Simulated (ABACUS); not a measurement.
PbSe (Clausthalite): single point with PBE

**Experimental background.**

A printed reference work, monograph reports, for a bulk crystal of PbSe at 300 K: band gap 0.28 eV (direct).

PbSe (Clausthalite):

```xyz
2
Lattice="0.0000 3.0606 3.0606 3.0606 0.0000 3.0606 3.0606 3.0606 0.0000" Properties=species:S:1:pos:R:3 pbc="T T T"
Pb    0.0000    0.0000    0.0000
Se    3.0606    3.0606    3.0606
```

```
Program                                       : ABACUS 3.10.1
Task                                          : single point
Functional                                    : PBE
Potentials or basis                           : PseudoDojo NC SR 0.4.1 PBE standard
Cutoff                                        : 1184 eV
Density cutoff                                : 4735 eV
Basis                                         : plane waves
k mesh                                        : 8 × 8 × 8
Occupations                                   : fermi-dirac, width 0.05 eV
Spin                                          : no spin polarisation
Radial cutoff of the potentials (pseudo_rcut) : 10 bohr
SCF threshold on the density                  : 1e-08
Max SCF steps                                 : 100
Eigensolver                                   : dav
Mixing                                        : broyden
Mixing share                                  : 0.7
Symmetry key                                  : 1
Bands                                         : 19
```

The pressure is 2.4 GPa and the band gap on the k mesh is 0.30 eV, direct.

Levels at points of the mesh, in eV from the valence-band top:
| k point | band 11 | band 12 | band 13 | band 14 | band 15 | band 16 | band 17 | band 18 |
| --- | --- | --- | --- | --- | --- | --- | --- | --- |
| (0.00, 0.00, 0.00) | -13.59 | -6.31 | -1.87 | -1.87 | -1.87 | 4.71 | 4.71 | 4.71 |
| (0.50, 0.50, 0.50) | -12.53 | -8.80 | -1.47 | -1.47 | 0.00 | 0.30 | 1.70 | 1.70 |
| (0.50, 0.50, 0.00) | -12.16 | -7.38 | -4.98 | -3.23 | -3.23 | 3.71 | 5.61 | 5.61 |

It took 22 s on 4 MPI ranks on Intel(R) Xeon(R) Platinum 8259CL CPU @ 2.50GHz (Skylake/Cascade Lake), on a shared host, peak memory 0.48 GiB a rank.

A measured gap of PbSe is 0.28 eV (direct; 300 K; a printed reference work, monograph); the calculated 0.30 eV misses it by +0.02 eV. 2 values of this kind are on record (0.15 to 0.28 eV); this one was drawn at random. Spin-orbit coupling on Pb, Se is left out. The value is that of PBE on a finite k mesh, which can miss the band edges, without temperature or zero-point motion.

Caveat: spin-orbit coupling is left out, which as a rule narrows the gap of such compounds by several tenths of an eV.
